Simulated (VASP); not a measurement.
# What goes wrong when the modes of CuI (Marshite) are computed with a bad input, part 2 of 2

Aim: see how common mistakes in a phonon run show up, on CuI (Marshite). The starting structure is a measured crystal structure from the Crystallography Open Database.

VASP 6.6.1.

Results so far: reference T2 156.3 cm⁻¹.

The database entry behind the starting cell differs from later determinations by our own check (about 0.15 % long (mineral sample)), so it need not match the best structure at ambient conditions.

## (3) Modes with finite displacements, else as the reference

Level of this step: LDA; plane waves and PAW (I, Cu) (VASP).

Against step 2 the input has IBRION = 6, NFREE = 2, POTIM = 0.015 and no LEPSILON (also changed: NSW).

File INCAR:

```
SYSTEM = CuI
PREC = Accurate
ENCUT = 450
EDIFF = 1E-08
NELM = 100
ISMEAR = 0
SIGMA = 0.03
LREAL = .FALSE.
ALGO = Normal
GGA = CA
NBANDS = 15
LORBIT = 11
LWAVE = .FALSE.
LCHARG = .FALSE.
KPAR = 2
IBRION = 6
NFREE = 2
POTIM = 0.015
NSW = 1
ISIF = 2
```

File POSCAR:

```
CuI
1.0
    0.0000000000      2.9309762125      2.9309762125
    2.9309762125      0.0000000000      2.9309762125
    2.9309762125      2.9309762125      0.0000000000
I Cu
1 1
Direct
    0.0000000000      0.0000000000      0.0000000000
    0.7500000000      0.7500000000      0.7500000000
```

File KPOINTS:

```
Automatic mesh
0
Gamma
6 6 6
0 0 0
```

The projector-augmented-wave data sets are I and Cu (LDA family, release 64).

On the command line:

```console
$ mpirun -np 2 vasp_std
```

The log of the run:

```text
[... set-up lines as in an earlier step ...]
 entering main loop
       N       E                     dE             d eps       ncg     rms          rms(c)
[... 17 cycles as in an earlier step ...]
   1 F= -.69924254E+01 E0= -.69924254E+01  d E =-.112123E-23
[...]
2 F= -.69920010E+01 E0= -.69920010E+01  d E =-.495931E-23
[...]
3 F= -.69920010E+01 E0= -.69920010E+01  d E =-.499897E-23
[...]
4 F= -.69920016E+01 E0= -.69920016E+01  d E =-.501888E-23
[...]
5 F= -.69920016E+01 E0= -.69920016E+01  d E =-.506033E-23
 Finite differences progress:
  Degree of freedom:   2/  2
  Displacement:        2/  2
  Total:               4/  4
```

Wall time 51 s (2 MPI ranks of AMD EPYC 7R43, shared host); peak memory 0.29 GiB; 1.7 min of CPU time.

Parts of OUTCAR (step 3):

```text
  Total       -0.0027680     -0.0013885     -0.0013885      0.0000000     -0.0780690      0.0000000
  in kB       -0.0880671     -0.0441758     -0.0441758      0.0000000     -2.4838338      0.0000000
  external PRESSURE =      -0.0588063 kB  Pullay stress =       0.0000000 kB

 POSITION                                       TOTAL-FORCE (eV/Angst)
 -----------------------------------------------------------------------------------
      0.00000      0.00000      0.00000        -0.056355      0.000000      0.000000
      4.38146      4.39646      4.39646         0.056355      0.000000      0.000000
 -----------------------------------------------------------------------------------
    total drift:                               -0.000696     -0.000002     -0.000002

  FREE ENERGIE OF THE ION-ELECTRON SYSTEM (eV)
  ---------------------------------------------------
  free  energy   TOTEN  =        -6.9920016230 eV

  energy  without entropy=       -6.9920016230  energy(sigma->0) =       -6.99200162

[... 2 parts as in an earlier step ...]

[... 1 further part left out ...]
[key lines of the parts left out:]
E-fermi :   5.5498
```

The last energy, forces and stress in OUTCAR belong to the last displaced cell, not to that of POSCAR.

With finite displacements, else as the reference the mode is T2 155.5 cm⁻¹, -0.8 cm⁻¹ from the reference.

## (4) Modes with a structure that was not relaxed

A slip made on purpose: a structure that was not relaxed. Against step 2 the input has another starting structure (also changed: NELM).

INCAR, as its differences from that of step 3:

```diff
@@ -4,3 +4,3 @@
 EDIFF = 1E-08
-NELM = 100
+NELM = 60
 ISMEAR = 0
@@ -15,6 +15,4 @@
 KPAR = 2
-IBRION = 6
-NFREE = 2
-POTIM = 0.015
-NSW = 1
+IBRION = 8
+LEPSILON = .TRUE.
 ISIF = 2
```

File POSCAR:

```
CuI
1.0
    0.0000000000      3.0315000000      3.0315000000
    3.0315000000      0.0000000000      3.0315000000
    3.0315000000      3.0315000000      0.0000000000
I Cu
1 1
Direct
    0.0000000000      0.0000000000      0.0000000000
    0.7500000000      0.7500000000      0.7500000000
```

KPOINTS is that of step 3.

On the command line:

```console
$ mpirun -np 2 vasp_std
```

The log of the run:

```text
[... set-up lines as in an earlier step ...]
 entering main loop
       N       E                     dE             d eps       ncg     rms          rms(c)
DAV:   1     0.865251244430E+02    0.86525E+02   -0.68440E+03   480   0.113E+03
DAV:   2    -0.170263204812E+01   -0.88228E+02   -0.80783E+02   494   0.219E+02
DAV:   3    -0.701811509538E+01   -0.53155E+01   -0.52321E+01   641   0.601E+01
DAV:   4    -0.716873334316E+01   -0.15062E+00   -0.15056E+00   572   0.969E+00
[...]
DAV:  15    -0.691551537306E+01    0.32106E-07   -0.64610E-07   762   0.977E-03    0.538E-03
DAV:  16    -0.691551532953E+01    0.43531E-07   -0.11796E-07   657   0.114E-02    0.396E-04
DAV:  17    -0.691551533173E+01   -0.22014E-08   -0.15064E-08   371   0.230E-03
   1 F= -.69155153E+01 E0= -.69155153E+01  d E =-.358659E-11
 Linear response reoptimize wavefunctions to high precision
DAV:   1    -0.691551533078E+01    0.94587E-09   -0.93568E-09   728   0.237E-03
DAV:   2    -0.691551533084E+01   -0.59117E-10   -0.20211E-10   324   0.103E-04
 Linear response G [H, r] |phi>, progress :
  Direction:   1
[...]
RMM:  15    -0.792518996264E-01   -0.15099E-08   -0.39750E-09  2332   0.225E-05    0.331E-07
 first order change of Fermi-energy   0.47474E-03
 force on displaced ion       1 direction 1 :  -2.080   0.000   0.000
 Born effective charge ion    1 direction 1 :  -1.299   0.000   0.000
 Linear response progress:
  Degree of freedom:   2/  2
       N       E                     dE             d eps       ncg     rms          rms(c)
RMM:   1    -0.247127409396E+00   -0.24713E+00   -0.12304E-01  1987   0.474E+00
RMM:   2    -0.247448142388E+00   -0.32073E-03   -0.80050E-03  1936   0.964E-01    0.724E-02
RMM:   3    -0.247715820604E+00   -0.26768E-03   -0.82563E-04  2153   0.224E-01    0.419E-02
RMM:   4    -0.247936523206E+00   -0.22070E-03   -0.65857E-05  2241   0.635E-02    0.365E-03
[...]
RMM:  12    -0.247944640463E+00   -0.21491E-07   -0.10087E-09  2380   0.318E-05    0.396E-06
RMM:  13    -0.247944669601E+00   -0.29138E-07   -0.92260E-10  2302   0.215E-05    0.178E-06
RMM:  14    -0.247944674578E+00   -0.49776E-08   -0.69157E-10  2133   0.192E-05    0.259E-07
 first order change of Fermi-energy  -0.10055E-03
 force on displaced ion       2 direction 1 :  -2.100   0.000   0.000
 Born effective charge ion    2 direction 1 :   1.197   0.000   0.000
 Born effective charges drift removed
 Linear response finished
```

Elapsed: 3.1 min, on 2 MPI ranks; peak memory 0.38 GiB; 6.1 min of CPU time.

Parts of OUTCAR (step 4):

```text
  Total       -1.5520412     -1.5520412     -1.5520412      0.0000000      0.0000000      0.0000000
  in kB      -44.6283787    -44.6283787    -44.6283787      0.0000000      0.0000000      0.0000000
  external PRESSURE =     -44.6283787 kB  Pullay stress =       0.0000000 kB

 POSITION                                       TOTAL-FORCE (eV/Angst)
 -----------------------------------------------------------------------------------
      0.00000      0.00000      0.00000        -0.000000     -0.000000      0.000000
      4.54725      4.54725      4.54725         0.000000      0.000000     -0.000000
 -----------------------------------------------------------------------------------
    total drift:                                0.000000      0.000000      0.000000

 MACROSCOPIC STATIC DIELECTRIC TENSOR (including local field effects in DFT)
 ------------------------------------------------------
           7.711577     0.000000     0.000000
           0.000000     7.711577    -0.000000
           0.000000     0.000000     7.711577
 ------------------------------------------------------

 MACROSCOPIC STATIC DIELECTRIC TENSOR IONIC CONTRIBUTION
 ------------------------------------------------------
           2.422616     0.000000     0.000000
           0.000000     2.422616     0.000000
           0.000000     0.000000     2.422616
 ------------------------------------------------------

[... 1 part as in an earlier step ...]

[... 1 further part left out ...]
```

With a structure that was not relaxed the mode is T2 115.9 cm⁻¹, -40.4 cm⁻¹ from the reference.

## (5) Modes with a loose electronic threshold

A slip made on purpose: a loose electronic threshold. Against step 2 the input has EDIFF = 1E-04, IBRION = 6, NFREE = 2, POTIM = 0.015 and no LEPSILON (also changed: NELM and NSW).

INCAR, as its differences from that of step 4:

```diff
@@ -3,3 +3,3 @@
 ENCUT = 450
-EDIFF = 1E-08
+EDIFF = 1E-04
 NELM = 60
@@ -15,4 +15,6 @@
 KPAR = 2
-IBRION = 8
-LEPSILON = .TRUE.
+IBRION = 6
+NFREE = 2
+POTIM = 0.015
+NSW = 1
 ISIF = 2
```

File POSCAR:

```
CuI
1.0
    0.0000000000      2.9309762125      2.9309762125
    2.9309762125      0.0000000000      2.9309762125
    2.9309762125      2.9309762125      0.0000000000
I Cu
1 1
Direct
    0.0000000000      0.0000000000      0.0000000000
    0.7500000000      0.7500000000      0.7500000000
```

KPOINTS is that of step 4.

On the command line:

```console
$ mpirun -np 2 vasp_std
```

The log of the run:

```text
[... set-up lines as in an earlier step ...]
 entering main loop
       N       E                     dE             d eps       ncg     rms          rms(c)
[... 9 cycles as in an earlier step ...]
DAV:  10    -0.699259893123E+01   -0.25036E-04   -0.65552E-04   592   0.176E-01
   1 F= -.69925989E+01 E0= -.69925989E+01  d E =-.403722E-20
[...]
2 F= -.69920016E+01 E0= -.69920016E+01  d E =-.421051E-23
[...]
3 F= -.69920052E+01 E0= -.69920052E+01  d E =-.556247E-23
[...]
4 F= -.69920542E+01 E0= -.69920542E+01  d E =-.101851E-23
[...]
5 F= -.69920748E+01 E0= -.69920748E+01  d E =-.368199E-23
 Finite differences progress:
  Degree of freedom:   2/  2
  Displacement:        2/  2
  Total:               4/  4
```

Wall time 24 s (2 MPI ranks); peak memory 0.3 GiB.

From OUTCAR (step 5):

```text
  Total        0.0969742      0.0984327      0.0984327      0.0000000     -0.1089684      0.0000000
  in kB        3.0853165      3.1317220      3.1317220      0.0000000     -3.4669245      0.0000000
  external PRESSURE =       3.1162535 kB  Pullay stress =       0.0000000 kB

 POSITION                                       TOTAL-FORCE (eV/Angst)
 -----------------------------------------------------------------------------------
      0.00000      0.00000      0.00000        -0.056677      0.000000      0.000000
      4.38146      4.39646      4.39646         0.056677      0.000000      0.000000
 -----------------------------------------------------------------------------------
    total drift:                               -0.003263      0.000062      0.000061

  FREE ENERGIE OF THE ION-ELECTRON SYSTEM (eV)
  ---------------------------------------------------
  free  energy   TOTEN  =        -6.9920748356 eV

  energy  without entropy=       -6.9920748356  energy(sigma->0) =       -6.99207484

[... 2 parts as in an earlier step ...]

[... 1 further part left out ...]
[key lines of the parts left out:]
E-fermi :   5.5496
```

With a loose electronic threshold the mode is T2 160.4 cm⁻¹, +4.9 cm⁻¹ from finite displacements, else as the reference.

## (6) Modes with perturbation theory asked for with a meta-GGA

A slip made on purpose: perturbation theory asked for with a meta-GGA. Against step 2 the input has METAGGA = R2SCAN, LASPH = .TRUE. and no GGA (also changed: NELM).

File INCAR:

```
SYSTEM = CuI
PREC = Accurate
ENCUT = 450
EDIFF = 1E-08
NELM = 60
ISMEAR = 0
SIGMA = 0.03
LREAL = .FALSE.
ALGO = Normal
NBANDS = 15
LORBIT = 11
LWAVE = .FALSE.
LCHARG = .FALSE.
KPAR = 2
IBRION = 8
LEPSILON = .TRUE.
ISIF = 2
METAGGA = R2SCAN
LASPH = .TRUE.
```

POSCAR is that of step 5.

KPOINTS is that of step 5.

On the command line:

```console
$ mpirun -np 2 vasp_std
```

The log of the run:

```text
[banner, memory and clock lines left out]
running    2 mpi-ranks, on    1 nodes
[...]
|                                                                             |
|               ----> ADVICE to this user running VASP <----                  |
|                                                                             |
|     You enforced a specific xc type in the INCAR file but a different       |
|     [... a line on the potential file left out ...]
|     I HOPE YOU KNOW WHAT YOU ARE DOING!                                     |
|                                                                             |

 LDA part: xc-table for (None), standard interpolation
 POSCAR, INCAR and KPOINTS ok, starting setup
[...]
entering main loop
       N       E                     dE             d eps       ncg     rms          rms(c)
DAV:   1    -0.477645991815E+03   -0.47765E+03   -0.71131E+03   480   0.119E+03
DAV:   2    -0.571335382636E+03   -0.93689E+02   -0.85811E+02   508   0.239E+02
[...]
1 F= -.57445116E+03 E0= -.57445116E+03  d E =-.139051E-11
|                                                                             |
|     EEEEEEE  RRRRRR   RRRRRR   OOOOOOO  RRRRRR      ###     ###     ###     |
|     E        R     R  R     R  O     O  R     R     ###     ###     ###     |
|     E        R     R  R     R  O     O  R     R     ###     ###     ###     |
|     EEEEE    RRRRRR   RRRRRR   O     O  RRRRRR       #       #       #      |
|     E        R   R    R   R    O     O  R   R                               |
|     E        R    R   R    R   O     O  R    R      ###     ###     ###     |
|     EEEEEEE  R     R  R     R  OOOOOOO  R     R     ###     ###     ###     |
|                                                                             |
|     You have switched on METAGGA and linear-response routines. This         |
|     combination is currently not supported. If you have selected            |
|     LEPSILON=.TRUE., you can try using LCALCEPS=.TRUE. instead. In all      |
|     other cases, VASP will stop. SOOO sorry...                              |
|                                                                             |
|       ---->  I REFUSE TO CONTINUE WITH THIS SICK JOB ... BYE!!! <----       |
|                                                                             |

1
1
```

It took 59 s on 2 MPI ranks.

VASP stopped with this message: “You have switched on METAGGA and linear-response routines. This combination is currently not supported. If you have selected LEPSILON=.TRUE., you can try using LCALCEPS=.TRUE. instead”.

## (7) Modes with a cutoff far too low

A slip made on purpose: a cutoff far too low. Against step 2 the input has ENCUT = 160 (also changed: NELM).

File INCAR:

```
SYSTEM = CuI
PREC = Accurate
ENCUT = 160
EDIFF = 1E-08
NELM = 60
ISMEAR = 0
SIGMA = 0.03
LREAL = .FALSE.
ALGO = Normal
GGA = CA
NBANDS = 15
LORBIT = 11
LWAVE = .FALSE.
LCHARG = .FALSE.
KPAR = 2
IBRION = 8
LEPSILON = .TRUE.
ISIF = 2
```

POSCAR is that of step 6.

KPOINTS is that of step 6.

On the command line:

```console
$ mpirun -np 2 vasp_std
```

The log of the run:

```text
[... set-up lines as in an earlier step ...]
 entering main loop
       N       E                     dE             d eps       ncg     rms          rms(c)
DAV:   1     0.502385300579E+02    0.50239E+02   -0.39742E+03   519   0.409E+02
DAV:   2     0.487327425405E+01   -0.45365E+02   -0.41343E+02   593   0.121E+02
DAV:   3     0.403795276977E+01   -0.83532E+00   -0.83340E+00   578   0.178E+01
DAV:   4     0.403295438155E+01   -0.49984E-02   -0.49976E-02   585   0.160E+00
[...]
DAV:  18     0.781577408553E+01    0.40985E-07   -0.12708E-07   649   0.504E-03    0.121E-03
DAV:  19     0.781577407056E+01   -0.14974E-07   -0.18038E-08   392   0.102E-03    0.131E-03
DAV:  20     0.781577407362E+01    0.30650E-08   -0.12223E-09   275   0.448E-04
   1 F= 0.78157741E+01 E0= 0.78157741E+01  d E =-.279238E-24
 Linear response reoptimize wavefunctions to high precision
DAV:   1     0.781577407507E+01    0.14466E-08   -0.66520E-10   324   0.210E-04
DAV:   2     0.781577407512E+01    0.54797E-10   -0.48664E-11   247   0.486E-05
 Linear response G [H, r] |phi>, progress :
  Direction:   1
[...]
RMM:   9    -0.777955174738E-01   -0.31935E-08    0.12889E-09  2436   0.362E-05    0.195E-05
 first order change of Fermi-energy   0.43544E-03
 force on displaced ion       1 direction 1 :  -5.221   0.000   0.000
 Born effective charge ion    1 direction 1 :  -1.096   0.000   0.000
 Linear response progress:
  Degree of freedom:   2/  2
       N       E                     dE             d eps       ncg     rms          rms(c)
RMM:   1    -0.443146626700E+00   -0.44315E+00   -0.74405E-02  2256   0.169E+00
RMM:   2    -0.440943959447E+00    0.22027E-02   -0.13490E-03  2120   0.248E-01    0.375E-01
RMM:   3    -0.441598735368E+00   -0.65478E-03   -0.36513E-04  2232   0.126E-01    0.225E-01
RMM:   4    -0.444062852145E+00   -0.24641E-02   -0.56375E-04  2147   0.160E-01    0.167E-02
[...]
RMM:  11    -0.444231303804E+00   -0.15623E-07   -0.44236E-10  2144   0.769E-06    0.516E-06
RMM:  12    -0.444231335052E+00   -0.31247E-07    0.23807E-10  1946   0.309E-06    0.106E-06
RMM:  13    -0.444231333198E+00    0.18539E-08   -0.24051E-12  1014   0.850E-07    0.132E-07
 first order change of Fermi-energy  -0.45318E-04
 force on displaced ion       2 direction 1 :  -5.510   0.000   0.000
 Born effective charge ion    2 direction 1 :   2.311   0.000   0.000
 Born effective charges drift removed
 Linear response finished
```

Wall time 33 s (2 MPI ranks); peak memory 0.21 GiB; 64 s of CPU time.

OUTCAR, selected parts (step 7):

```text
  Total     -108.6344852   -108.6344852   -108.6344852     -0.0000000      0.0000000      0.0000000
  in kB    -3456.2998779  -3456.2998779  -3456.2998779     -0.0000000      0.0000000      0.0000000
  external PRESSURE =   -3456.2998779 kB  Pullay stress =       0.0000000 kB

 POSITION                                       TOTAL-FORCE (eV/Angst)
 -----------------------------------------------------------------------------------
      0.00000      0.00000      0.00000         0.000000     -0.000000     -0.000000
      4.39646      4.39646      4.39646        -0.000000      0.000000      0.000000
 -----------------------------------------------------------------------------------
    total drift:                               -0.000009     -0.000009     -0.000020

 MACROSCOPIC STATIC DIELECTRIC TENSOR (including local field effects in DFT)
 ------------------------------------------------------
           6.248115     0.000000    -0.000000
          -0.000000     6.248115    -0.000000
           0.000000     0.000000     6.248115
 ------------------------------------------------------

 MACROSCOPIC STATIC DIELECTRIC TENSOR IONIC CONTRIBUTION
 ------------------------------------------------------
           1.943386    -0.000000     0.000000
          -0.000000     1.943386    -0.000000
           0.000000    -0.000000     1.943386
 ------------------------------------------------------

[... 1 part as in an earlier step ...]

[... 1 further part left out ...]
```

With a cutoff far too low the mode is T2 186.5 cm⁻¹, +30.2 cm⁻¹ from the reference.

## (8) All runs side by side

```
                                          run            ended     T2                method  core minutes
                                    reference        converged  156.3   perturbation theory           6.6
  finite displacements, else as the reference        converged  155.5  finite displacements           1.7
             a structure that was not relaxed        converged  115.9   perturbation theory          6.17
                 a loose electronic threshold        converged  160.4  finite displacements           0.8
perturbation theory asked for with a meta-GGA  stopped by VASP      -   perturbation theory          1.97
                         a cutoff far too low        converged  186.5   perturbation theory           1.1
```

Modes are in cm⁻¹, degenerate ones as one, matched between runs by symmetry and order. A number in brackets counts the listed modes of one symmetry from the lowest. The symmetry labels come from an automatic analysis and can be wrong where levels nearly coincide. Core minutes are wall time times ranks of the run shown, on a shared host.

## (9) What came out

```
T2, reference                                          : 156.3 cm⁻¹
T2, finite displacements, else as the reference        : 155.5 cm⁻¹
T2, a structure that was not relaxed                   : 115.9 cm⁻¹
T2, a loose electronic threshold                       : 160.4 cm⁻¹
T2, a cutoff far too low                               : 186.5 cm⁻¹
run with perturbation theory asked for with a meta-GGA : stopped by VASP
```

In words: VASP stopped by itself in the run with perturbation theory asked for with a meta-GGA. Finished, but with signs in the output that stand out against the reference: a structure that was not relaxed, with modes off by up to -40 cm⁻¹, in T2 (signs: a pressure of -4.5 GPa on the undisplaced cell); a loose electronic threshold, with modes off by up to +4.9 cm⁻¹, in T2 (signs: a pressure of -4.0 GPa on the undisplaced cell); a cutoff far too low, with modes off by up to +30 cm⁻¹, in T2 (signs: a pressure of -345.6 GPa on the undisplaced cell). Runs with finite displacements are held against the sound run of that kind. The reference (perturbation theory) and the sound run with finite displacements differ by -0.8 cm⁻¹ in T2 themselves, and which lies nearer isn't tested. The dielectric constants and Born charges in the logs aren't compared here; at a small gap they can be far off, and in a run without a gap they mean nothing. The frequencies are harmonic, and the splitting of polar modes by their long-range field is left out. Further runs on this material are not shown.

[Lines on the potential files, build, host, timing and source positions are cut from VASP's logs without a mark.]

[Logs are printed without paths, hosts, clocks, repeated set-up lines and the standing remarks that a program may print on its own settings, such as how far it seeks lower states.]

[Hosts, paths, dates, database ids (printed as entryN), source tags and the programs' standing remarks are cut or masked in the printed files.]
